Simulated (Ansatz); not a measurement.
Strain and the gap of AgCl (Fm-3m)

A 2-atom cell of AgCl started from a crystallographic database, relaxed with r2SCAN in the PAW code Ansatz. The symmetry is Fm-3m (No. 225, cubic); a = 5.546 Å in the conventional setting, 21.33 Å³ an atom. Ag is surrounded by 6 Cl at 2.77 Å; Cl is surrounded by 6 Ag at 2.77 Å.

The axes x, y and z are those of this cell:
```
CELL_PARAMETERS angstrom
0.00000 2.77317 2.77317
2.77317 0.00000 2.77317
2.77317 2.77317 0.00000
ATOMIC_POSITIONS crystal
Ag 0.00000 0.00000 0.00000
Cl 0.50000 0.50000 0.50000
```

Unstrained: With PBE the valence top lies at L and the conduction bottom at Γ, 0.912 eV higher; the smallest vertical gap, at Γ–K (0.10 of the way from Γ), is 3.005 eV. r2SCAN gives an indirect gap of 1.475 eV, from L to Γ; the least direct gap is 3.590 eV at Γ–K (0.10 of the way from Γ). HSE06 gives an indirect gap of 2.411 eV, from L to Γ; the least direct gap is 4.544 eV at Γ–K (0.10 of the way from Γ). Meshes: PBE 8×8×8, r2SCAN 8×8×8, HSE06 6×6×6. Strains are changes of length per length. After each strain the atoms were relaxed again with r2SCAN in this cell and within any symmetry left, so distortions that break it or need a larger cell weren't tested; points keep the names that they have in the unstrained zone. Calculated for a static, non-magnetic cell.

Changes of the least gap in eV (an overlap counts as a negative gap):

| strain | volume change (%) | space group | PBE | r2SCAN | HSE06 | energy rise, r2SCAN (meV/atom) |
| --- | --- | --- | --- | --- | --- | --- |
| isotropic +1.17 % on every length | +3.6 | Fm-3m | +0.011 | +0.004 | +0.016 | 4.1 |
| uniaxial +3.79 % along x | +3.8 | I4/mmm | -0.093 | -0.107 | -0.103 | 5.8 |
| biaxial -0.38 % in x and y, z held | -0.8 | I4/mmm | -0.014 | -0.012 | -0.017 | 0.2 |
| epitaxial +2.91 % in the xy plane, free normal strain -3.10 % | +2.6 | I4/mmm | -0.137 | -0.153 | -0.159 | 6.0 |

Isotropic +1.17 % on every length. HSE06: the gap goes from 2.411 to 2.427 eV (+0.016 eV). Stress change with r2SCAN, compression positive: xx -1.60, yy -1.60, zz -1.60 GPa. For HSE06, dE_g/d ln V = 0.5 eV over this step.

Uniaxial +3.79 % along x, other directions held. HSE06: the gap goes from 2.411 to 2.308 eV (-0.103 eV). Stress change with r2SCAN, compression positive: xx -2.06, yy -1.35, zz -1.35 GPa.

Biaxial -0.38 % in x and y, z held. HSE06: the gap goes from 2.411 to 2.394 eV (-0.017 eV). Stress change with r2SCAN, compression positive: xx +0.43, yy +0.43, zz +0.31 GPa.

Epitaxial +2.91 % in the xy plane, free normal strain -3.10 %. HSE06: the gap goes from 2.411 to 2.252 eV (-0.159 eV). Stress change with r2SCAN, compression positive: xx -1.36, yy -1.36, zz +0.03 GPa.

Spin-orbit coupling is left out.

The meshes of the hybrids are coarse, so their gaps aren't converged to the digits shown.
